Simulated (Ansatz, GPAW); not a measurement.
**WC: programs and potentials compared**

```
W C
1.0
     0.00000    2.19268    2.19268
     2.19268    0.00000    2.19268
     2.19268    2.19268    0.00000
W C
1 1
Direct
  0.00000 0.00000 0.00000
  0.50000 0.50000 0.50000
```

The cell is a database's computed one, not the measured one.

Alike in all runs: task equation of state; functional LDA; k mesh 10 × 10 × 10; occupations fermi-dirac, width 0.05 eV; no spin polarisation; no spin-orbit coupling. LDA stands for any of its common fits.

```tsv
program and potentials	plane-wave cutoff (eV)	notes	equilibrium volume (Å³/atom)	bulk modulus (GPa)
Ansatz, Ansatz PAW	420	potentials made for PBE, which Ansatz adapts in part	?	?
GPAW, the program's PAW data sets (release 1.2.1) made for this functional	800	-	10.05	406.6
Ansatz, all-electron LAPW, scalar-relativistic	-	-	10.09	404.3
```

Task: Estimate from the other rows what the run with Ansatz, Ansatz PAW gave.

Result: Equilibrium volume 10.09 Å³/atom; bulk modulus 405.7 GPa. The other rows, which needn't bracket it: equilibrium volume 10.05 to 10.09; bulk modulus 404.3 to 406.6.
